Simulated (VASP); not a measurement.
Runs of VASP 6.6.1 on TiO2. It takes space group P4_2/mnm (No. 136, tetragonal). The conventional cell has a = 4.600 Å, b = 4.600 Å, c = 2.959 Å, α = 90.00°, β = 90.00°, γ = 90.00°. Ti (site symmetry mmm) is surrounded by 6 O at 1.95 to 1.98 Å. O (site symmetry m2m) has 3 Ti at 1.95 to 1.98 Å as nearest neighbours. The cell is a database's computed one.

```tsv
task	level	smearing	gap on the mesh (eV)	pressure (GPa)	largest force (eV/Å)
band structure	TPSS	fermi-dirac 0.05 eV	1.95	4.0	0.06
single point	PBE	gaussian 0.012 eV	1.84	4.9	0.02
band structure	SCAN	fermi-dirac 0.05 eV	2.21	-0.7	(b)
band structure	rSCAN	fermi-dirac 0.05 eV	2.18	(a)	0.01
band structure	r2SCAN	fermi-dirac 0.05 eV	2.21	0.3	0.02
```

Alike in all rows: potentials or basis VASP PAW PBE potentials, release 64 (Ti_sv, O); no spin polarisation; cell as given; k mesh 6 × 6 × 9; cutoff (eV) 520.

**Question.** Estimate the missing entries.

**Answer.** (a) -0.2; (b) 0.04.

Caveats: the PAW data sets were made with another functional, which shifts forces and pressure a little (some runs); an odd mesh through Γ misses points on the zone boundary, where band edges often lie (some runs).
